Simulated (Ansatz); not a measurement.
All numbers below come from DFT PBE, scalar-relativistic, plane waves, PAW (Ansatz 0.2.0). Settings: cutoff 420 eV, Γ-centred meshes spaced at most about 0.3 Å⁻¹, and about 0.25 Å⁻¹ or finer for metals (2π included), Gaussian smearing. No spin polarisation.

All energies are static (0 K, no zero-point motion).

Question: Which of these relaxed structures of Mg₃Sn₂N₂ is the lowest in energy?
A.

```
CELL_PARAMETERS angstrom
3.26881 0.00000 0.00000
-1.63441 2.83087 0.00000
0.00000 0.00000 13.19607
ATOMIC_POSITIONS crystal
Mg 0.00000 0.00000 0.00000
Mg 0.66667 0.33333 0.16385
Mg 0.33333 0.66667 0.83615
Sn 0.00000 0.00000 0.38688
Sn 0.00000 0.00000 0.61312
N 0.66667 0.33333 0.89781
N 0.33333 0.66667 0.10219
```

B.

```
CELL_PARAMETERS angstrom
3.57877 0.00000 0.00000
-1.78938 3.09930 0.00000
0.00000 0.00000 11.43832
ATOMIC_POSITIONS crystal
Mg 0.33333 0.66667 0.58468
Mg 0.66667 0.33333 0.41532
Mg 0.00000 0.00000 0.00000
Sn 0.66667 0.33333 0.79644
Sn 0.33333 0.66667 0.20356
N 0.33333 0.66667 0.38912
N 0.66667 0.33333 0.61088
```

Answer: A. The other, B, lies 57 meV/atom higher. Forms: A P-3m1; B P-3m1. Counting Mg or Sn atoms around N (for each partner element, those within 1.25 times its shortest distance or 1.15 times the sum of covalent radii, where it is the nearest in units of that sum or under 1.3): A has N 6; B has N 5. Both come from invented guesses. The lowest form computed isn't among them: it has space group P-3m1 (No. 164), 17.2 Å³/atom and lies 8 meV/atom below the best shown.

Cells relaxed within their symmetry can be saddle points. Some candidate types were left out of the draw beforehand, so a known form may be missing.
